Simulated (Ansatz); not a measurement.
Pb, 1 atom in the cell. The structure is cubic, space group Fm-3m (No. 225). The conventional cell has a = 4.950 Å, b = 4.950 Å, c = 4.950 Å, α = 90.00°, β = 90.00°, γ = 90.00°. Around Pb (site symmetry m-3m) lie 12 Pb at 3.50 Å. 

| Quantity | Value |
| --- | --- |
| Program | Ansatz 0.2.0 |
| Task | relaxation of cell and atoms |
| Functional | RPBE |
| Dispersion | D4 |
| Potentials or basis | all-electron LAPW, scalar-relativistic |
| Basis error allowed | 0.001 eV/atom |
| k mesh | 9 × 9 × 9 |
| Occupations | fermi-dirac, width 0.05 eV |
| Spin | no spin polarisation |

Potentials or basis: all-electron LAPW, scalar-relativistic.

Launch:

```bash
$ ansatz run input.yaml --threads 1 --pin off --max-ram 3072MiB --backend cpu --events-out ev --progress --plain --runs-dir out
```

Hardware: 1 thread of Intel(R) Xeon(R) Platinum 8488C (Sapphire Rapids) (shared host).

Task: Estimate the wall time of this run.

Result: It took 5.1 s on 1 thread of Intel(R) Xeon(R) Platinum 8488C (Sapphire Rapids), on a shared host, peak memory 0.35 GiB. Counts: scf iterations 10, plane waves 169, k points 35, bands 22, ion steps 3.
